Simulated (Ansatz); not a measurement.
**CaO: the cell at several levels of theory**

The task here is to estimate one member of a computed series from the others.

Code: Ansatz 0.2.0. PAW datasets, plane waves, zero pressure. The structure was generated, not taken from experiment, and needn't be the ground state; spin polarisation is off.

### The structure to begin with

This is the cell as the run starts from it, not yet at rest; its lengths are not the crystal's.

It is hexagonal, P6_3mc (No. 186); a = 3.593 Å, c = 5.868 Å in the conventional setting, 16.40 Å³ an atom. Around Ca lie 4 O at 2.20 Å; around O lie 4 Ca at 2.20 Å.

The structure in full:

```cif
data_structure
_symmetry_space_group_name_H-M 'P6_3mc'
_symmetry_Int_Tables_number 186
_cell_length_a 3.5932
_cell_length_b 3.5932
_cell_length_c 5.8678
_cell_angle_alpha 90.000
_cell_angle_beta 90.000
_cell_angle_gamma 120.000
_cell_volume 65.61
loop_
_atom_site_label
_atom_site_type_symbol
_atom_site_symmetry_multiplicity
_atom_site_Wyckoff_symbol
_atom_site_fract_x
_atom_site_fract_y
_atom_site_fract_z
_atom_site_occupancy
Ca1 Ca 2 b 0.33333 0.66667 0.00000 1
O1 O 2 b 0.33333 0.66667 0.37500 1
```

The first run:

File input.yaml:

```yaml
crystal:
  lattice:
    - [3.5932381533, 0.0, 0.0]
    - [-1.7966190767, 3.1118355226, 0.0]
    - [0.0, 0.0, 5.8677579044]
  atoms:
    - { symbol: Ca, position: [0.3333333333, 0.6666666667, 0.0] }
    - { symbol: Ca, position: [0.6666666667, 0.3333333333, 0.5] }
    - { symbol: O, position: [0.3333333333, 0.6666666667, 0.375] }
    - { symbol: O, position: [0.6666666667, 0.3333333333, 0.875] }
kpoints:
  mp_grid: { grid: [12, 12, 4] }
hamiltonian:
  xc: pbe
scf:
  occupations: { method: fermi_dirac, width: 0.02 }
relax:
  f_tol: 0.005
  cell: {}
```

Run with:

```bash
$ ansatz run input.yaml --threads 2 --pin off --max-ram 2211MiB --backend cpu --events-out ev --progress --plain --runs-dir out
```

Among the steps run: PBE: cell and atoms; r2SCAN: cell and atoms; PBEsol: cell and atoms; LDA: cell and atoms; Relaxing with HSE06.

One table of the session follows, with a row left open; its other results are not shown here.

```
 level  a (Å)  c (Å)  volume (Å³/atom)
   PBE  4.003  4.810            16.689
r2SCAN  3.981  4.770            16.367
PBEsol      ?      ?                 ?
   LDA  3.909  4.684            15.493
 HSE06  3.984  4.771            16.396
```

Estimate the missing values for PBEsol.

**Answer.** a (Å): 3.957; c (Å): 4.742; volume (Å³/atom): 16.075. In the column «a (Å)» it lies between LDA (3.909) and r2SCAN (3.981).

What this shows: The first relaxation changed the volume by +1.7 % from the start. LDA gives the smallest cell and PBE the largest; they differ by 7.7 % in volume, a mean of 2.5 % in length. The meshes differ: PBE 12×12×4, r2SCAN 6×6×6, PBEsol 6×6×6, LDA 6×6×6, HSE06 6×6×4. The cell started from the wurtzite prototype, but the relaxation took it to the higher symmetry P6_3/mmc (No. 194), so the name no longer describes it.

To keep in mind: Warnings in the runs' records: structure snapped to symmetry.
